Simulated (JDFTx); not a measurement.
Crystal: CaF2 (Fluorite).

```xyz
3
Lattice="0.0000 2.7310 2.7310 2.7310 0.0000 2.7310 2.7310 2.7310 0.0000" Properties=species:S:1:pos:R:3 pbc="T T T"
Ca    0.0000    0.0000    0.0000
F     4.0965    4.0965    4.0965
F     1.3655    1.3655    1.3655
```

Base run:

| Quantity | Value |
| --- | --- |
| Program | JDFTx 1.7.0 (patched build) |
| Functional | LDA |
| Potentials or basis | PseudoDojo-SR-LDA-0.4.1-standard with smoothed tails |
| Cutoff | 1143 eV |
| Density cutoff | 9143 eV |
| k mesh | 8 × 8 × 8 |
| Occupations | fermi-dirac, width 0.05 eV |
| Spin | no spin polarisation |

Its results: band gap on the k mesh 6.95 eV, indirect (least direct gap 7.21 eV); pressure -6.7 GPa.

**Question.** The run is repeated on the same cell with these changes: functional from LDA to PBEsol; potentials or basis from PseudoDojo-SR-LDA-0.4.1-standard with smoothed tails to PseudoDojo-SR-PBEsol-0.4.1-standard with smoothed tails. What comes out?

**Answer.** Band gap on the k mesh 7.14 eV, indirect (least direct gap 7.40 eV); pressure -2.1 GPa.

Caveats: the empty levels aren't tightly converged (some runs).

A k mesh can miss the band edges.
